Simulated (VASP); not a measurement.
Write the native input for VASP 6.6.1 that does the following.

```
Task                   : single point
Functional             : r2SCAN
Potentials or basis    : VASP PAW PBE potentials, release 64 (Cd, F)
Cutoff                 : 520 eV
k mesh                 : 8 × 8 × 8
Occupations            : fermi-dirac, width 0.01 eV
Spin                   : no spin polarisation
Dipole correction      : no
Further INCAR settings : ALGO = Normal; EDIFF = 1e-07; NBANDS = 20
```

CdF2:

```
Cd F
1.0
     0.00000    2.70052    2.70052
     2.70052    0.00000    2.70052
     2.70052    2.70052    0.00000
Cd F
1 2
Direct
  0.00000 0.00000 0.00000
  0.25000 0.25000 0.25000
  0.75000 0.75000 0.75000
```

The cell is a database's computed one.

These files were run (other wordings do the same):

POSCAR

```
CdF2
1.0
    0.0000000000      2.7005188915      2.7005188915
    2.7005188915      0.0000000000      2.7005188915
    2.7005188915      2.7005188915      0.0000000000
Cd F
1 2
Direct
    0.0000000000      0.0000000000      0.0000000000
    0.2500000000      0.2500000000      0.2500000000
    0.7500000000      0.7500000000      0.7500000000
```

INCAR.step1

```
PREC = Accurate ; ENCUT = 520
ISMEAR = -1 ; SIGMA = 0.01
LREAL = False ; LASPH = True
NELM = 100 ; NBANDS = 20
GGA = PE ; ALGO = Normal
EDIFF = 1E-4 ; LWAVE = True
LCHARG = False
```

INCAR.step2

```
PREC = Accurate ; ENCUT = 520
EDIFF = 1E-7 ; ISMEAR = -1
SIGMA = 0.01 ; LREAL = False
LASPH = True ; NELM = 100
ALGO = Normal ; ISIF = 2
LWAVE = False ; LCHARG = True
METAGGA = R2SCAN ; LMIXTAU = True
LELF = True ; LVHAR = True
NBANDS = 20 ; ISTART = 1
```

KPOINTS

```
Automatic mesh
0
Gamma
  8 8 8
```

Potentials or basis: VASP PAW PBE potentials, release 64 (Cd, F).

Launch:

```console
$ cat potpaw_PBE.64/Cd/POTCAR potpaw_PBE.64/F/POTCAR > POTCAR
$ cp INCAR.step1 INCAR
$ mpirun -np 1 vasp_std > vasp.out
$ cp INCAR.step2 INCAR
$ mpirun -np 1 vasp_std > vasp.out
```

Results of the run:

```json
{
  "Pressure": "0.2 GPa",
  "Band gap on the k mesh": "3.72 eV, indirect (least direct gap 4.24 eV)"
}
```

Caveat: the PAW data sets were made with another functional, which shifts forces and pressure a little.

Run time: 73 s on 1 thread of Intel(R) Xeon(R) Platinum 8488C (Sapphire Rapids) (shared host), peak memory 0.17 GiB.
